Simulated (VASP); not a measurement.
# La (P6_3/mmc) in VASP: further runs, part 3 of 3

VASP 6.6.1. The steps go on from the part before.

## (6) Relaxation of cell and atoms, r2SCAN

File INCAR:

```
  PREC = Accurate
  ENCUT = 600
  EDIFF = 1E-6
  ISMEAR = 1
  SIGMA = 0.1
  LREAL = False
  LASPH = True
  NELM = 80
  ALGO = Normal
  ISIF = 3
  LWAVE = False
  LCHARG = False
  METAGGA = R2SCAN
  LMIXTAU = True
  IBRION = 2
  NSW = 90
  EDIFFG = -0.01
```

File KPOINTS:

```
Automatic mesh
0
Gamma
  12 12 3
```

File POSCAR:

```
La
1.0
    3.7700000000      0.0000000000      0.0000000000
   -1.8850000000      3.2649157723      0.0000000000
    0.0000000000      0.0000000000     12.1590000000
La
4
Direct
    0.0000000000      0.0000000000      0.0000000000
    0.0000000000      0.0000000000      0.5000000000
    0.3333333333      0.6666666667      0.7500000000
    0.6666666667      0.3333333333      0.2500000000
```

Potentials or basis: VASP PAW PBE potentials, release 64 (La).

The run is started by

```
cat potpaw_PBE.64/La/POTCAR > POTCAR
mpirun -np 1 vasp_std > vasp.out
```

OUTCAR:

```text
PREC = Accurate
   ENCUT = 600
   EDIFF = 1E-6
   ISMEAR = 1
   LREAL = False
   LASPH = True
   NELM = 80
   ISIF = 3
   METAGGA = R2SCAN
   IBRION = 2
   NSW = 90
   EDIFFG = -0.01

 ion  position               nearest neighbor table
   1  0.000  0.000  0.000-
   2  0.000  0.000  0.500-
   3  0.333  0.667  0.750-
   4  0.667  0.333  0.250-

  LATTYP: Found a hexagonal cell.
 ALAT       =     3.7700000000
 C/A-ratio  =     3.2251989390

  Lattice vectors:

 A1 = (   3.7700000000,   0.0000000000,   0.0000000000)
 A2 = (  -1.8850000000,   3.2649157723,   0.0000000000)
 A3 = (   0.0000000000,   0.0000000000,  12.1590000000)

Analysis of symmetry for initial positions (statically):
=====================================================================
 Subroutine PRICEL returns:
 Original cell was already a primitive cell.

 Routine SETGRP: Setting up the symmetry group for a
 hexagonal supercell.

 Subroutine GETGRP returns: Found 24 space group operations
 (whereof 12 operations were pure point group operations)
 out of a pool of 24 trial point group operations.

The static configuration has the point symmetry D_3d.
 The point group associated with its full space group is D_6h.

Analysis of symmetry for dynamics (positions and initial velocities):
=====================================================================
 Subroutine PRICEL returns:
 Original cell was already a primitive cell.

 Routine SETGRP: Setting up the symmetry group for a
 hexagonal supercell.

 Subroutine GETGRP returns: Found 24 space group operations
 (whereof 12 operations were pure point group operations)
 out of a pool of 24 trial point group operations.

The dynamic configuration has the point symmetry D_3d.
 The point group associated with its full space group is D_6h.

 Subroutine INISYM returns: Found 24 space group operations
 (whereof 12 operations are pure point group operations),
 and found     1 'primitive' translations

----------------------------------------------------------------------------------------

                                     Primitive cell

  volume of cell :     149.6619

  direct lattice vectors                    reciprocal lattice vectors
     3.770000000  0.000000000  0.000000000     0.265251989  0.153143307  0.000000000
    -1.885000000  3.264915772  0.000000000     0.000000000  0.306286615  0.000000000
     0.000000000  0.000000000 12.159000000     0.000000000  0.000000000  0.082243606

  length of vectors
     3.770000000  3.770000000 12.159000000     0.306286615  0.306286615  0.082243606

  position of ions in fractional coordinates (direct lattice)
     0.000000000  0.000000000  0.000000000
     0.000000000  0.000000000  0.500000000
     0.333333333  0.666666667  0.750000000
     0.666666667  0.333333333  0.250000000

  ion indices of the primitive-cell ions
   primitive index   ion index
                 1           1
                 2           2
                 3           3
                 4           4
[... 32 lines left out ...]
  0.250000  0.000000  0.000000      6.000000
  0.333333  0.000000  0.000000      6.000000
  0.416667  0.000000  0.000000      6.000000
[... 16 lines left out ...]
  0.250000  0.000000  0.333333     12.000000
  0.333333  0.000000  0.333333     12.000000
 [... further k-points ...]
   k-points           NKPTS =     38   k-points in BZ     NKDIM =     38   number of bands    NBANDS=     26
   number of dos      NEDOS =    301   number of ions     NIONS =      4
   total plane-waves  NPLWV =  88200
   dimension x,y,z NGX =    30 NGY =   30 NGZ =   98
   dimension x,y,z NGXF=    60 NGYF=   60 NGZF=  196
   ions per type =               4
   NGX,Y,Z   is equivalent  to a cutoff of  13.23, 13.23, 13.40 a.u.
   NGXF,Y,Z  is equivalent  to a cutoff of  26.46, 26.46, 26.80 a.u.
 SYSTEM =  unknown system
   PREC   = accura    normal or accurate (medium, high low for compatibility)
   ISTART =      0    job   : 0-new  1-cont  2-samecut
   ICHARG =      2    charge: 1-file 2-atom 10-const
   ISPIN  =      1    spin polarized calculation?
   LNONCOLLINEAR =      F non collinear calculations
   LSORBIT =      F    spin-orbit coupling
   LASPH  =      T    aspherical Exc in radial PAW
   ENCUT  =  600.0 eV  44.10 Ry    6.64 a.u.   7.53  7.53 24.28*2*pi/ulx,y,z
   NELM   =     80;   NELMIN=  2; NELMDL= -5     # of ELM steps
   EDIFF  = 0.1E-05   stopping-criterion for ELM
   LREAL  =      F    real-space projection
   EDIFFG = -.1E-01   stopping-criterion for IOM
   NSW    =     90    number of steps for IOM
   IBRION =      2    ionic relax: 0-MD 1-quasi-New 2-CG
   NFREE  =      1    steps in history (QN), initial steepest desc. (CG)
   ISIF   =      3    stress and relaxation
   ISYM   =      2    0-nonsym 1-usesym 2-fastsym
   POTIM  = 0.5000    time-step for ionic-motion
   TEBEG  =    0.0;   TEEND  =   0.0 temperature during run
   PSTRESS=    0.0 pullay stress
   NELECT =      44.0000    total number of electrons
   NUPDOWN=      -1.0000    fix difference up-down
   EMIN   =  10.00;   EMAX   =-10.00  energy-range for DOS
   EFERMI =   0.00;   METHOD = LEGACY
   ISMEAR =     1;   SIGMA  =   0.10  broadening in eV -4-tet -1-fermi 0-gaus
   EFERMI_NEDOS =   21; number of points for ismear=-14 and -15
   IALGO  =     38    algorithm
   IMIX   =      4    mixing-type and parameters
     AMIX     =   0.40;   BMIX     =  1.00
     AMIX_MAG =   1.60;   BMIX_MAG =  1.00
  volume/ion in A,a.u.               =      37.42       252.49
  Fermi-wavevector in a.u.,A,eV,Ry     =   1.088567  2.057094 16.122618  1.184979
  Thomas-Fermi vector in A             =   2.224752
   LORBIT       =      0    0 simple, 1 ext, 2 COOP (PROOUT), +10 PAW based schemes
   METAGGA = R2SCAN    functional components
   LHFCALC =     F    Hartree Fock is set to
   AEXX    =    0.0000 exact exchange contribution
   IVDW    =     0    specifies the selected vdW correction
   LEPSILON=     F    determine dielectric tensor
   LRPA    =     F    only Hartree local field effects (RPA)
 conjugate gradient relaxation of ions
 non-spin polarized calculation
 Methfessel and Paxton  Order N= 1 SIGMA  =   0.10
  energy-cutoff  :      600.00
  volume of cell :      149.66
 maximum number of plane-waves:      5031
   NGX = 15   NGY = 15   NGZ = 49

--------------------------------------- Ionic step        1  -------------------------------------------

 number of electron      43.9999997 magnetization

 Free energy of the ion-electron system (eV)
  ---------------------------------------------------
  ext. energy  EPLUGINS =         0.00000000
  ---------------------------------------------------
  free energy    TOTEN  =      -118.97480617 eV

  energy without entropy =     -118.97393311  energy(sigma->0) =     -118.97451515

------------------------ aborting loop because EDIFF is reached ----------------------------------------

  FORCE on cell =-STRESS in cart. coord.  units (eV):
  Direction    XX          YY          ZZ          XY          YZ          ZX
  --------------------------------------------------------------------------------------
  -------------------------------------------------------------------------------------
  Total        0.0694226      0.0694226     -0.1785240      0.0000000      0.0000000      0.0000000
  in kB        0.7431905      0.7431905     -1.9111549      0.0000000      0.0000000      0.0000000
  external PRESSURE =      -0.1415913 kB  Pullay stress =       0.0000000 kB
[... 101 lines left out ...]
--------------------------------------- Ionic step        4  -------------------------------------------

 number of electron      43.9999999 magnetization

 Free energy of the ion-electron system (eV)
  ---------------------------------------------------
  ext. energy  EPLUGINS =         0.00000000
  ---------------------------------------------------
  free energy    TOTEN  =      -118.97542486 eV

  energy without entropy =     -118.97482167  energy(sigma->0) =     -118.97522380

 E-fermi :   7.9354     XC(G=0): -10.1882

 val. band max:        7.9150187870   @ k =   0.1667   0.0833   0.0000
 cond. band min:       7.9364921481   @ k =   0.2500   0.2500   0.3333
 fundamental gap:      0.0214733610
 Fermi energy:         7.9354035986

 k-point     1 :       0.0000    0.0000    0.0000
  band No.  band energies     occupation
      1     -26.1744      2.00000
      2     -26.0690      2.00000
      3     -26.0601      2.00000
      4     -25.9509      2.00000
      5     -10.1365      2.00000
      6      -9.4523      2.00000
[... 685 lines left out ...]
     25       8.9469     -0.00000
     26       9.1529     -0.00000

 [... further k-points ...]

------------------------ aborting loop because EDIFF is reached ----------------------------------------

  FORCE on cell =-STRESS in cart. coord.  units (eV):
  Direction    XX          YY          ZZ          XY          YZ          ZX
  --------------------------------------------------------------------------------------
  -------------------------------------------------------------------------------------
  Total       -0.0272325     -0.0272325     -0.0263708      0.0000000      0.0000000     -0.0000000
  in kB       -0.2918675     -0.2918675     -0.2826324      0.0000000      0.0000000     -0.0000000
  external PRESSURE =      -0.2887891 kB  Pullay stress =       0.0000000 kB
[... 19 lines left out ...]
  FREE ENERGIE OF THE ION-ELECTRON SYSTEM (eV)
  ---------------------------------------------------
  free  energy   TOTEN  =      -118.9754248593 eV

  energy  without entropy=     -118.9748216701  energy(sigma->0) =     -118.97522380

 reached required accuracy - stopping structural energy minimisation
```

CONTCAR:

```text
La
   1.00000000000000
     3.7774708509682489    0.0000000000000000    0.0000000000000000
    -1.8887354254841244    3.2713857190265854   -0.0000000000000000
     0.0000000000000000    0.0000000000000000   12.0970384458696607
  La
     4
Direct
     0.0000000000000000    0.0000000000000000    0.0000000000000000
     0.0000000000000000    0.0000000000000000    0.5000000000000000
     0.3333333332999970    0.6666666667000030    0.7500000000000000
     0.6666666667000030    0.3333333332999970    0.2500000000000000

  0.00000000E+00  0.00000000E+00  0.00000000E+00
  0.00000000E+00  0.00000000E+00  0.00000000E+00
  0.00000000E+00  0.00000000E+00  0.00000000E+00
  0.00000000E+00  0.00000000E+00  0.00000000E+00
```

Wall time 23 min (1 thread of Intel Xeon 6975P-C (Granite Rapids), shared host); peak memory 0.44 GiB.

What came out:

```yaml
Free_energy: -118.9754 eV
Relaxed_volume: 37.37 Å³/atom
Relaxed_cell: a = 3.777 Å, b = 3.777 Å, c = 12.097 Å, α = 90.00°, β = 90.00°, γ = 120.00°
Space_group_after_relaxing_to_0.05_Å: P6_3/mmc (No. 194)
Energy_gained_by_relaxing: 0.2 meV/atom
Ionic_steps: 4
Pressure_after_relaxing: 0.0 GPa
Band_gap_on_the_k_mesh: none (metal or under the smearing width)
```

Step by step:
```
step  energy change (eV)  largest force (eV/Å)  pressure (GPa)  volume (Å³)
   1              0.0000                0.0000           -0.01       149.66
   2             -0.0004                0.0000           -0.04       149.59
   3             -0.0006                0.0000           -0.02       149.46
   4             -0.0006                0.0000           -0.03       149.49
```

Final structure:
```
La
1.0
     3.77747    0.00000    0.00000
    -1.88874    3.27139    0.00000
     0.00000    0.00000   12.09704
La
4
Direct
  0.00000 0.00000 0.00000
  0.00000 0.00000 0.50000
  0.33333 0.66667 0.75000
  0.66667 0.33333 0.25000
```

Caveat: the PAW data sets were made with another functional, which shifts forces and pressure a little.

## (7) Relaxation of cell and atoms, r2SCAN

INCAR, as its differences from that of step 6:

```diff
@@ -2,3 +2,3 @@
   ENCUT = 600
-  EDIFF = 1E-6
+  EDIFF = 1E-7
   ISMEAR = 1
@@ -16,2 +16,2 @@
   NSW = 90
-  EDIFFG = -0.01
+  EDIFFG = -0.005
```

KPOINTS is that of step 6.

File POSCAR:

```
La                                      
1.0
    3.7774708510      0.0000000000      0.0000000000
   -1.8887354255      3.2713857190     -0.0000000000
    0.0000000000      0.0000000000     12.0970384459
  La            
     4
Direct
     0.0000000000000000    0.0000000000000000    0.0000000000000000
     0.0000000000000000    0.0000000000000000    0.5000000000000000
     0.3333333332999970    0.6666666667000030    0.7500000000000000
     0.6666666667000030    0.3333333332999970    0.2500000000000000
```

The run is started by

```
cat potpaw_PBE.64/La/POTCAR > POTCAR
mpirun -np 1 vasp_std > vasp.out
```

Wall time 22 min (1 thread of Intel Xeon 6975P-C (Granite Rapids), shared host); peak memory 0.44 GiB.

It converged, with:

```yaml
Free_energy: -118.9754 eV
Relaxed_volume: 37.33 Å³/atom
Relaxed_cell: a = 3.776 Å, b = 3.776 Å, c = 12.093 Å, α = 90.00°, β = 90.00°, γ = 120.00°
Space_group_after_relaxing_to_0.05_Å: P6_3/mmc (No. 194)
Energy_gained_by_relaxing: 0.0 meV/atom
Ionic_steps: 2
Pressure_after_relaxing: 0.0 GPa
Band_gap_on_the_k_mesh: none (metal or under the smearing width)
```

Final structure:
```
CELL_PARAMETERS angstrom
3.77599 0.00000 0.00000
-1.88800 3.27010 0.00000
0.00000 0.00000 12.09333
ATOMIC_POSITIONS crystal
La 0.00000 0.00000 0.00000
La 0.00000 0.00000 0.50000
La 0.33333 0.66667 0.75000
La 0.66667 0.33333 0.25000
```

Levels at points of the mesh, in eV from the Fermi level:
| k point | band 18 | band 19 | band 20 | band 21 | band 22 | band 23 | band 24 | band 25 | band 26 |
| --- | --- | --- | --- | --- | --- | --- | --- | --- | --- |
| (0.00, 0.00, 0.00) | -1.96 | -1.95 | -1.84 | 0.51 | 0.67 | 1.35 | 1.35 | 1.44 | 1.44 |
| (0.50, 0.00, 0.00) | -1.92 | -1.63 | -1.11 | -0.69 | -0.31 | -0.25 | 0.50 | 1.00 | 1.29 |

Caveat: the PAW data sets were made with another functional, which shifts forces and pressure a little. Spin-orbit coupling is left out, which matters for the levels of La.

## (8) Summary

```tsv
level	potentials or basis	gap on the mesh (eV)	pressure (GPa)	relaxed volume (Å³/atom)
LDA	VASP PAW LDA potentials, release 64 (La)	none	0.0	32.27
PBE	VASP PAW PBE potentials, release 64 (La)	none	0.0	37.19
r2SCAN	VASP PAW PBE potentials, release 64 (La)	none	0.0	37.33
```

Alike in all rows: task relaxation of cell and atoms; no spin polarisation; cell relaxed; k mesh 12 × 12 × 3; cutoff (eV) 600; smearing methfessel-paxton 0.1 eV.

Caveats: the PAW data sets were made with another functional, which shifts forces and pressure a little (some runs).

Total energies depend on the potentials used, so only differences within one code and one set of settings carry meaning.
